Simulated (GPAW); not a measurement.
Runs of GPAW 26.7.0 on ZrN. The structure is cubic, space group Fm-3m (No. 225). The conventional cell has a = 4.600 Å, b = 4.600 Å, c = 4.600 Å, α = 90.00°, β = 90.00°, γ = 90.00°. Zr (site symmetry m-3m) has 6 N at 2.30 Å as nearest neighbours. N (site symmetry m-3m) has 6 Zr at 2.30 Å as nearest neighbours. 

```tsv
task	level	potentials or basis	spin	cell	k mesh	eigensolver	band path	band points	optimizer	fmax	gap on the mesh (eV)	pressure (GPa)	relaxed volume (Å³/atom)
band structure	BLYP	PAW data sets generated in the run's folder for this functional, pw	off	as given	10 × 10 × 10	davidson	GXWKGLUWLK,UX	80	-	-	-	4.7	-
relaxation of cell and atoms	LDA	the program's PAW data sets (release 1.2.1) made for this functional, pw	off	relaxed	10 × 10 × 10	-	-	-	FIRE	0.02 eV/Å	none	0.2	11.45
band structure	RPBE	the program's PAW data sets (release 1.2.1) made for this functional, pw	off	as given	10 × 10 × 10	-	GXWKGLUWLK,UX	80	-	-	-	1.4	-
band structure	r2SCAN	GPAW PAW data sets (gpaw-data 1.2.1), pw	SOC, no magnetisation	as given	7 × 7 × 7	-	GXWKGLUWLK,UX	100	-	-	-	(b)	-
relaxation of cell and atoms	PBEsol	PAW data sets generated in the run's folder for this functional, pw	off	relaxed	10 × 10 × 10	-	-	-	BFGS	0.02 eV/Å	none	0.0	(a)
```

Alike in all rows: cutoff (eV) 800; smearing fermi-dirac 0.05 eV.

Task: Fill in the values left out.

Result: (a) 11.70; (b) -3.2.

Caveats: later steps reuse the first step's grids (some runs); spin-orbit coupling was added after a scalar SCF, so levels and gaps hold it while energy, forces, pressure and moments don't (some runs); this program's spin-orbit splittings come out too wide for heavy elements (some runs); the PAW data sets were made with another functional, which shifts forces and pressure a little (some runs).

A k mesh can miss the band edges, and rows without SOC leave out spin-orbit coupling on Zr.

A gap of «none» marks a metal or a gap under the smearing width.

Runs at the PBE level aren't shown here.
